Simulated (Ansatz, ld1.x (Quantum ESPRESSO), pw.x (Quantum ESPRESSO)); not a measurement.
**cadmium: one change to the PAW potential, in the atom and in the bcc crystal**

```json
{
 "Element": "Cd (Z = 48)",
 "Generator": "ld1.x (Quantum ESPRESSO) 7.5",
 "Type": "PAW",
 "Functional": "PBE",
 "Relativity": "scalar-relativistic",
 "Frozen core": "[Kr] 4d10",
 "Valence charge": "2",
 "Reference configuration": "5s2 5p0",
 "Partial waves": "5s (bound): rcut 1.90, rcutus 2.55 bohr; 5s channel at 4.65 Ry: rcut 1.90, rcutus 2.55 bohr; 5p (bound, empty): rcut 2.70, rcutus 3.20 bohr; 5p channel at 0.2 Ry: rcut 2.70, rcutus 3.20 bohr; 5d channel at 0.2 Ry: rcut 2.40, rcutus 3.25 bohr",
 "Local potential": "all-electron potential smoothed inside 3.20 bohr (lloc = -1)",
 "Core correction": "Bessel-smoothed model core inside 2.15 bohr",
 "Augmentation charge": "PSQ, inside the norm-conserving radii"
}
```

Change: core correction Bessel-smoothed model core inside 0.96 bohr.

Cutoffs, loose and tight: the cutoffs (Ry, on a coarse ladder) from which the occupation-weighted sum of valence levels, in a spherical-Bessel basis at the reference potential, stays within 10 and 1 mRy of its value at 400 Ry. They do not see the model core or the augmentation charge, which bear on the density cutoff. Test errors are all-electron minus pseudo excitation energies from the reference, over the configurations 5s1 5p0; 5s1.5 5p0; 5s1 5p1; 5s0 5p1; 5s0 5p2; variants that change the core or the reference have their own tests.

Crystal test: bcc Cd in pw.x 7.5, no spin, 13³ k-points, Fermi–Dirac smearing 0.01 Ry, cutoffs set for each file from its atomic test. The reference is all-electron LAPW (Ansatz 0.2.0) with the same functional, mesh and smearing; V0 and B0 come from Birch–Murnaghan fits to the pressures at five volumes. Errors are pseudo minus all-electron; Δ is the rms difference of the E(V) curves that follow from these fits, minima aligned, over ±6 % about the mean V0. Mesh and smearing are coarse, so the numbers serve the comparison and aren't converged zero-temperature values; the lattice is a test structure that the element need not adopt.

All-electron: a0 = 3.603 Å (V0 = 23.38 Å³/atom), B0 = 37.4 GPa.

Q: Does the change bring the crystal closer to the all-electron result?

A: The mean pressure error goes from -2.59 to -2.69 GPa, a small move against the size of the error. Neither pressure curve crosses zero within the volumes sampled, so no fits are given.

| quantity | base | changed |
| --- | --- | --- |
| outcome (atom) | generated | generated |
| cutoff, loose (atom) | 6 Ry | 6 Ry |
| cutoff, tight (atom) | 6 Ry | 6 Ry |
| bound ghosts (atom) | none | none |
| largest test error (meV) (atom) | -273 | -273 |
| cutoffs in pw.x (Ry) | 40/320 | 40/320 |
| mean pressure error (GPa) | -2.59 | -2.69 |

Base: The largest radius (3.25 bohr) exceeds half the bond length (2.95 bohr), so the spheres overlap, which is one possible source of error among others. This is a poor potential for the solid. Changed file: The largest radius (3.25 bohr) exceeds half the bond length (2.95 bohr), so the spheres overlap, which is one possible source of error among others. This is a poor potential for the solid. The atomic cutoffs weigh occupied waves only.
